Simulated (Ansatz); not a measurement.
# In in Ansatz: the effect of functional

The system is In.

```xyz
1
Lattice="-1.8950 1.8950 1.8950 1.8950 -1.8950 1.8950 1.8950 1.8950 -1.8950" Properties=species:S:1:pos:R:3 pbc="T T T"
In    0.0000    0.0000    0.0000
```

This isn't the form of In at room conditions, which is tetragonal.

The cell isn't the ideal one: volume scaled by 1.02.

Alike in all runs:

```yaml
Program: Ansatz 0.2.0
Task: single point
Potentials_or_basis: Ansatz PAW
k_mesh: 10 × 10 × 10
Occupations: fermi-dirac, width 0.05 eV
Spin: no spin polarisation
```

```tsv
functional	cutoff	pressure (GPa)
LDA	420 eV (not typed: the program's choice for these potentials)	-3.5
PBEsol	420 eV (not typed: the program's choice for these potentials)	-2.0
r2SCAN	500 eV (not typed: the program's choice for these potentials)	?
```

Task: What does the run with functional r2SCAN give?

Result: Pressure -0.9 GPa.

Caveats: the PAW data sets come from PBE, with cores solved anew for the run's functional, which leaves a small shift of forces and pressure.
